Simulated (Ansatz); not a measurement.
## Strained layers on AlAs(001)

Plane-wave DFT in Ansatz, PBEsol, scalar-relativistic PAW potentials, cutoff 420 eV, no spin-orbit coupling; no spin polarisation. Relaxed cubic crystals, elastic constants with ions relaxed. The substrate, AlAs (F-43m), has a = 5.675 Å.

```csv
film,a (Å),C11 (GPa),C12 (GPa)
InP (F-43m),5.878,94.8,52.9
GaP (F-43m),5.438,134.8,60.2
Si (Fd-3m),5.434,156.6,62.4
```

Task: For coherent growth on (001), give the strains, the film stress and the thickness at which misfit dislocations become favourable.

Result: In the plane ε∥ = a_s/a − 1; free along the normal, ε⊥ = −(2C12/C11) ε∥; the stress is Mε∥ with M = C11 + C12 − 2C12²/C11 (tension positive). For 60° dislocations (b = a/√2, ν = C12/(C11 + C12)) the Matthews–Blakeslee balance for one layer on a thick substrate is h = b(1 − ν/4)(ln(h/b) + 1)/(4π|ε∥|(1 + ν)).
```csv
film,ε∥ (%),ε⊥ (%),M (GPa),stress (GPa),h_c (nm)
InP (F-43m),-3.45,+3.86,89,-3.1,1.4
GaP (F-43m),+4.36,-3.89,141,+6.2,0.9
Si (Fd-3m),+4.44,-3.53,169,+7.5,0.9
```

h_c falls faster than 1/|ε∥|, owing to the logarithm, and depends on stiffness only through ν, since the film's and the dislocation's energy both scale with the shear modulus. It is an isotropic equilibrium estimate: cool growth keeps films coherent beyond it, large misfits give islands first, linear elasticity loses accuracy past a few per cent, and values of a few b mean that hardly any coherent film forms. The misfits are those of this functional at 0 K and can differ from measured ones by up to about one per cent of strain. Thicker films in tension may also crack. Interfaces between crystals of different valence carry charges of their own.

Cost: about 4.8 core-minutes for the runs cited, on Intel Xeon Platinum 8375C (Ice Lake), Arm Neoverse V2, Intel Xeon Platinum 8259CL (Skylake/Cascade Lake) (shared hosts).